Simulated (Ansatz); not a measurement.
Zn under compression and expansion

```
CELL_PARAMETERS angstrom
0.00000 2.90890 2.90890
2.90890 0.00000 2.90890
2.90890 2.90890 0.00000
ATOMIC_POSITIONS crystal
Zn 0.00000 0.00000 0.00000
Zn 0.25000 0.25000 0.25000
```

The conventional cell has a = 5.818 Å, b = 5.818 Å, c = 5.818 Å, α = 90.00°, β = 90.00°, γ = 90.00°. Zn (atom 1) has 4 Zn at 2.52 Å as nearest neighbours.

The cell was built from the diamond type and relaxed in the same program, and has space group Fd-3m; it needn't be a known or the stable phase.

Methods: DFT, PBE, all-electron LAPW, scalar-relativistic (Ansatz 0.2.0); DFT, PBE, PAW with Ansatz's default frozen-core files, scalar-relativistic (Ansatz 0.2.0).

For LAPW: a Γ-centred 11×11×11 k mesh, Fermi–Dirac smearing of 0.05 eV, basis error target 0.25 meV/atom, no spin polarisation. PAW takes a cutoff of 420 eV at this cell. The Ansatz runs share mesh, smearing and spin set-up. Plane-wave (PAW) pressures include the program's estimate of the Pulay term.

The cell above is scaled evenly, with fractional coordinates and shape held.

(1) Estimate the equilibrium volume and bulk modulus that LAPW (all electrons) gives for this fixed shape.

## Answers

(1) V0 = 24.62 Å³/atom, B0 = 27 GPa, B0′ = 4.9, from a third-order Birch–Murnaghan fit to these pressures:
```json
{"V/V(cell)": "0.9500", "V (Å³/atom)": "23.384", "P, LAPW (GPa)": "1.55", "P, PAW (GPa)": "1.56"}
{"V/V(cell)": "0.9750", "V (Å³/atom)": "23.999", "P, LAPW (GPa)": "0.73", "P, PAW (GPa)": "0.74"}
{"V/V(cell)": "1.0000", "V (Å³/atom)": "24.614", "P, LAPW (GPa)": "0.01", "P, PAW (GPa)": "0.01"}
{"V/V(cell)": "1.0250", "V (Å³/atom)": "25.230", "P, LAPW (GPa)": "-0.61", "P, PAW (GPa)": "-0.61"}
{"V/V(cell)": "1.0500", "V (Å³/atom)": "25.845", "P, LAPW (GPa)": "-1.14", "P, PAW (GPa)": "-1.14"}
```
